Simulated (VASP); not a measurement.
# Al₁₁Cu₆: saddle point by the improved dimer method

Al₁₁Cu₆, defect, 17 atoms in the cell. PBE, improved dimer method; PAW potentials Cu, Al (PBE set).

Path: a Al atom hops into a neighbouring Al vacancy; Length of the hop (Å): 2.891; Atoms free in the vibrations (from 0): 1, 4, 6, 11, 12.

## Input

INCAR.step1:
```
SYSTEM = Al11Cu6
PREC = Accurate
ENCUT = 300
EDIFF = 1E-7
ISMEAR = 1
SIGMA = 0.1
LREAL = .FALSE.
LASPH = .TRUE.
NELM = 100
ALGO = Normal
LWAVE = .FALSE.
LCHARG = .FALSE.
ISYM = 0
KPAR = 8
IBRION = 2
NSW = 100
ISIF = 2
EDIFFG = -0.005
POTIM = 0.5
```

INCAR.step2, as INCAR.step1 but for:
```
- EDIFF = 1E-7
- EDIFFG = -0.005
+ EDIFF = 1E-6
+ EDIFFG = -0.02
```

INCAR.step3, as INCAR.step2 but for:
```
- IBRION = 2
- NSW = 100
- ISIF = 2
- POTIM = 0.5
+ IBRION = 44
+ NSW = 600
```

INCAR.step4, as INCAR.step3 but for:
```
- EDIFF = 1E-6
- IBRION = 44
- NSW = 600
- EDIFFG = -0.02
+ EDIFF = 1E-7
+ IBRION = 5
+ NFREE = 2
+ POTIM = 0.015
+ NSW = 1
```

KPOINTS:
```
k-points
0
Gamma
  4 2 2
```

POSCAR.step1:
```
Al11Cu6
1.0
    4.1051820000      0.0000000000      0.0000000000
    0.0000000000      8.2103640000      0.0000000000
    0.0000000000      0.0000000000      8.6739390000
Cu Al
6 11
Direct
    0.0000000000      0.0000000000      0.0000000000
    0.0000000000      0.0000000000      0.3333333333
    0.0000000000      0.0000000000      0.6666666667
    0.0000000000      0.5000000000      0.0000000000
    0.0000000000      0.5000000000      0.3333333333
    0.0000000000      0.5000000000      0.6666666667
    0.0000000000      0.2500000000      0.5000000000
    0.0000000000      0.2500000000      0.8333333333
    0.0000000000      0.7500000000      0.1666666667
    0.0000000000      0.7500000000      0.5000000000
    0.0000000000      0.7500000000      0.8333333333
    0.5000000000      0.0000000000      0.1666666667
    0.5000000000      0.0000000000      0.5000000000
    0.5000000000      0.0000000000      0.8333333333
    0.5000000000      0.5000000000      0.1666666667
    0.5000000000      0.5000000000      0.5000000000
    0.5000000000      0.5000000000      0.8333333333
```

POSCAR.step2:
```
Al11Cu6
1.0
    4.1051820000      0.0000000000      0.0000000000
    0.0000000000      8.2103640000      0.0000000000
    0.0000000000      0.0000000000      8.6739390000
Cu Al
6 11
Direct
    0.0000000000      0.0000000000      0.0000000000
    0.0000000000      0.0000000000      0.3333333333
    0.0000000000      0.0000000000      0.6666666667
    0.0000000000      0.5000000000      0.0000000000
    0.0000000000      0.5000000000      0.3333333333
    0.0000000000      0.5000000000      0.6666666667
    0.0000000000      0.2500000000      0.1666666667
    0.0000000000      0.2500000000      0.8333333333
    0.0000000000      0.7500000000      0.1666666667
    0.0000000000      0.7500000000      0.5000000000
    0.0000000000      0.7500000000      0.8333333333
    0.5000000000      0.0000000000      0.1666666667
    0.5000000000      0.0000000000      0.5000000000
    0.5000000000      0.0000000000      0.8333333333
    0.5000000000      0.5000000000      0.1666666667
    0.5000000000      0.5000000000      0.5000000000
    0.5000000000      0.5000000000      0.8333333333
```

POSCAR.step3:
```
Al11Cu6                                 
1.0
    4.1051820000      0.0000000000      0.0000000000
    0.0000000000      8.2103640000      0.0000000000
    0.0000000000      0.0000000000      8.6739390000
Cu Al
6 11
Direct
    0.0099268579     -0.0043175600      0.0128415944
   -0.0026987976     -0.0183961750      0.3427048603
   -0.0098634355      1.0016557865      0.6724168736
    0.0161755500      0.4986681277      0.0110528283
   -0.0013401184      0.5155570965      0.3407748062
   -0.0019126466      0.4989791647      0.6738725396
    0.0040237677      0.2492580328      0.3431249165
    0.0075279279      0.2513218099      0.8433790250
   -0.0009329222      0.7513532562      0.1790035259
   -0.0013662476      0.7494288598      0.5142410610
   -0.0043252136      0.7495521212      0.8447690684
    0.5030732450      0.9868639228      0.1791758712
    0.4864636348     -0.0109486057      0.5065474175
    0.4917370558      0.0028182296      0.8439868490
    0.4980945182      0.5107291557      0.1776904667
    0.4999834565      0.5168517254      0.5104835736
    0.5007982677      0.5005765362      0.8419001830

   -0.0000014947     -0.0201618531      0.0434020410
   -0.0000017161      0.0000962146      0.0898031577
   -0.0000011838      0.0195569323      0.0433240454
   -0.0000010676      0.0201590605      0.0433995232
   -0.0000014899     -0.0000642519      0.0897675400
   -0.0000011111     -0.0195301806      0.0433723537
   -0.0000002754     -0.0000485524     -0.9551405178
   -0.0000002754      0.0000151754      0.0731384790
   -0.0000008275     -0.0000126966      0.0630439573
   -0.0000005656      0.0000072853      0.0621600933
   -0.0000002064     -0.0000139111      0.0510693663
    0.0000023750      0.0798362405      0.0712985919
    0.0000017666     -0.0755456763      0.0706258131
    0.0000013906      0.0024983101      0.0344085973
    0.0000018315     -0.0798379911      0.0713044269
    0.0000017716      0.0755497246      0.0706200698
    0.0000010783     -0.0025038303      0.0344024620
```

POSCAR.step4:
```
Al11Cu6
1.0
    4.1051820000      0.0000000000      0.0000000000
    0.0000000000      8.2103640000      0.0000000000
    0.0000000000      0.0000000000      8.6739390000
Cu Al
6 11
Selective dynamics
Direct
    0.9993782760      0.0001855463      0.0152449842  F F F
    0.9986559776      0.9711706118      0.3437394089  T T T
    0.9995288014      0.0001620767      0.6716160905  F F F
    0.9996101591      0.4998432064      0.0152559193  F F F
    0.9987975602      0.5288526377      0.3435852414  T T T
    0.9994708299      0.4998227311      0.6716136498  F F F
    0.0016972760      0.2499889606      0.3424053399  T T T
    0.9992206627      0.2499738749      0.8433643568  F F F
    0.0025739597      0.7500018235      0.1647333788  F F F
    0.0013628265      0.7499481663      0.5221823276  F F F
    0.9984206922      0.7500100462      0.8433255384  F F F
    0.4991969566      0.0702736066      0.1754374987  T T T
    0.4993721411      0.0713662669      0.5116815762  T T T
    0.4996056906      0.0123754433      0.8433985152  F F F
    0.4991223465      0.4296227971      0.1753776097  F F F
    0.4996814872      0.4287324054      0.5116232208  F F F
    0.4996692565      0.4876212836      0.8433808039  F F F
```

POSCAR.step5:
```
Al11Cu6
1.0
    4.1051820000      0.0000000000      0.0000000000
    0.0000000000      8.2103640000      0.0000000000
    0.0000000000      0.0000000000      8.6739390000
Cu Al
6 11
Selective dynamics
Direct
    0.0000008820      0.0057691688      0.0051303880  F F F
    0.0000008927      0.0058103484      0.3281661779  T T T
    0.0000005119      0.9989543340      0.6666493725  F F F
    0.0000004989      0.4942317602      0.0051357981  F F F
    0.0000005085      0.4941834801      0.3281778179  T T T
    0.0000002486      0.5010428095      0.6666344530  F F F
    0.0000001222      0.2500159371      0.5023111765  T T T
    0.0000001175      0.2499892757      0.8310638760  F F F
    0.0000005038      0.7500048416      0.1666911764  F F F
    0.0000001075      0.7499931095      0.4988768322  F F F
    0.0000001019      0.7500072546      0.8344660713  F F F
    0.4999985671      0.9741708581      0.1666766708  T T T
    0.4999992615      0.0014230578      0.4960527867  T T T
    0.4999992819      0.0014207247      0.8372842143  F F F
    0.4999991271      0.5258279304      0.1666735979  F F F
    0.4999996264      0.4985749814      0.4960555123  F F F
    0.4999996407      0.4985801282      0.8372874114  F F F
```

Commands (each step's output is kept before the next begins):
```
cat potpaw_PBE.64/Cu/POTCAR potpaw_PBE.64/Al/POTCAR > POTCAR
cp INCAR.step1 INCAR
cp POSCAR.step1 POSCAR
mpirun -np 8 vasp_std > vasp.out
cp INCAR.step2 INCAR
cp POSCAR.step2 POSCAR
mpirun -np 8 vasp_std > vasp.out
# the block under the positions in POSCAR is the starting axis: the straight line between the two relaxed ends
cp INCAR.step3 INCAR
cp POSCAR.step3 POSCAR
mpirun -np 8 vasp_std > vasp.out
# POSCAR: the saddle point
cp INCAR.step4 INCAR
cp POSCAR.step4 POSCAR
mpirun -np 8 vasp_std > vasp.out
# POSCAR: the relaxed minimum
cp POSCAR.step5 POSCAR
mpirun -np 8 vasp_std > vasp.out
```

## Result

- Barrier (eV): 0.256
- Barrier with zero-point energies (eV): 0.238
- Imaginary frequency (cm⁻¹): 75
- Imaginary modes at the saddle: 1
- Attempt frequency (THz): 18.0
- Force evaluations of the dimer: 116
- Largest force left (eV/Å): 0.0156
- Ionic steps, all stages: 206
- Electronic steps, all stages: 1488

Vibrations (cm⁻¹; a negative value is imaginary):

| Mode | Minimum | Saddle |
|---|---|---|
| 1 | 332 | 439 |
| 2 | 322 | 256 |
| 3 | 311 | 252 |
| 4 | 264 | 246 |
| 5 | 232 | 234 |
| 6 | 212 | 206 |
| 7 | 165 | 160 |
| 8 | 152 | 151 |
| 9 | 150 | 148 |
| 10 | 135 | 122 |
| 11 | 128 | 117 |
| 12 | 124 | 105 |
| 13 | 117 | 82 |
| 14 | 113 | 55 |
| 15 | 106 | -75 |

Harmonic rate, classical:

| Temperature (K) | Jumps per second |
|---|---|
| 300 | 9e+08 |
| 600 | 1.3e+11 |

The cell is CuAl2 (18 atoms) with one Al atom missing.

Limits: the cell holds 17 atoms, so the vacancy or interstitial meets its own images and the barrier isn't that of a lone defect; the attempt frequency counts the hopping atom and the four atoms nearest to it, while all others are held.

VASP 6.6.1 took 1416 s on 8 cores (Intel Xeon 6975P-C (Granite Rapids)), a shared host.
